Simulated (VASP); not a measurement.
A run of VASP 6.6.1 is set up as follows.

INCAR

```
PREC = Accurate
ENCUT = 520
EDIFF = 1E-6
ISMEAR = 0
SIGMA = 0.02
LREAL = F
LASPH = T
NELM = 100
ALGO = Fast
ISIF = 2
LWAVE = F
LCHARG = F
GGA = PE
NBANDS = 16
```

Contents of KPOINTS:

```
regular mesh
0
Gamma
  10 10 10
```

File POSCAR:

```
CdSe
1.0
    0.0000000000      3.0702711986      3.0702711986
    3.0702711986      0.0000000000      3.0702711986
    3.0702711986      3.0702711986      0.0000000000
Cd Se
1 1
Direct
    0.0000000000      0.0000000000      0.0000000000
    0.7500000000      0.7500000000      0.7500000000
```

Potentials or basis: VASP PAW PBE potentials, release 64 (Cd, Se).

Command:

```bash
$ cat potpaw_PBE.64/Cd/POTCAR potpaw_PBE.64/Se/POTCAR > POTCAR
$ mpirun -np 1 vasp_std > vasp.out
```

(1) What does it give for the band gap on the k mesh?

(2) Predict the pressure.

Results:

(1) 0.55 eV, direct.

(2) 1.6 GPa.
